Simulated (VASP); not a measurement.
# Mg: restarted molecular dynamics, 2 variants

Mg, I4/mmm (no. 139), 16 atoms in the cell. PBE, molecular dynamics; PAW potentials Mg (PBE set).

| Restart from | Temperature at the end (K) | The same without a restart (K) | Potential energy at the end (eV/atom) | The same without a restart (eV/atom) | Electronic steps in the first step after the restart | Time (s) |
|---|---|---|---|---|---|---|
| CONTCAR with velocities, WAVECAR read | 536.0 | 536.0 | -1.42632 | -1.42632 | 4 | 504 |
| CONTCAR with velocities, no WAVECAR | 536.0 | 536.0 | -1.42632 | -1.42632 | 13 | 531 |

Limits: 120 fs of 16 atoms are too short for converged averages.

## Input of the first row

INCAR.step1:
```
SYSTEM = Mg
ALGO = Fast
ANDERSEN_PROB = 0.0
EDIFF = 1E-6
ENCUT = 200
GGA = PE
IBRION = 0
ISIF = 2
ISMEAR = -1
ISYM = 0
KPAR = 2
LASPH = .True.
LCHARG = .False.
LREAL = Auto
LWAVE = .True.
MDALGO = 1
NELM = 60
NELMIN = 4
NSW = 30
POTIM = 2.0
PREC = Normal
RANDOM_SEED = 234725 0 0
SIGMA = 0.05
TEBEG = 1000
```

INCAR.step2, as INCAR.step1 but for:
```
- LWAVE = .True.
+ LWAVE = .False.
```

KPOINTS:
```
k-points
0
Monkhorst-Pack
  2 2 2
```

POSCAR.step1:
```
Mg
1.0
    7.3439665200      0.0000000000      0.0000000000
    0.0000000000      7.3439665200      0.0000000000
    0.0000000000      0.0000000000      6.7176160800
Mg
16
Direct
    0.0000000000      0.0000000000      0.0000000000
    0.0000000000      0.0000000000      0.5000000000
    0.0000000000      0.5000000000      0.0000000000
    0.0000000000      0.5000000000      0.5000000000
    0.5000000000      0.0000000000      0.0000000000
    0.5000000000      0.0000000000      0.5000000000
    0.5000000000      0.5000000000      0.0000000000
    0.5000000000      0.5000000000      0.5000000000
    0.2500000000      0.2500000000      0.2500000000
    0.2500000000      0.2500000000      0.7500000000
    0.2500000000      0.7500000000      0.2500000000
    0.2500000000      0.7500000000      0.7500000000
    0.7500000000      0.2500000000      0.2500000000
    0.7500000000      0.2500000000      0.7500000000
    0.7500000000      0.7500000000      0.2500000000
    0.7500000000      0.7500000000      0.7500000000
```

Commands (each step's output is kept before the next begins):
```
cat potpaw_PBE.64/Mg/POTCAR > POTCAR
cp INCAR.step1 INCAR
cp POSCAR.step1 POSCAR
mpirun -np 2 vasp_std > vasp.out
cp CONTCAR POSCAR
cp INCAR.step2 INCAR
mpirun -np 2 vasp_std > vasp.out
```

Changes of the last row against the first:
```
(step 1)
- LWAVE = True
+ LWAVE = False
```

VASP 6.6.1 took 504 s on 2 cores (Intel Xeon Platinum 8124M @ 3.00GHz (Skylake/Cascade Lake)), a shared host.
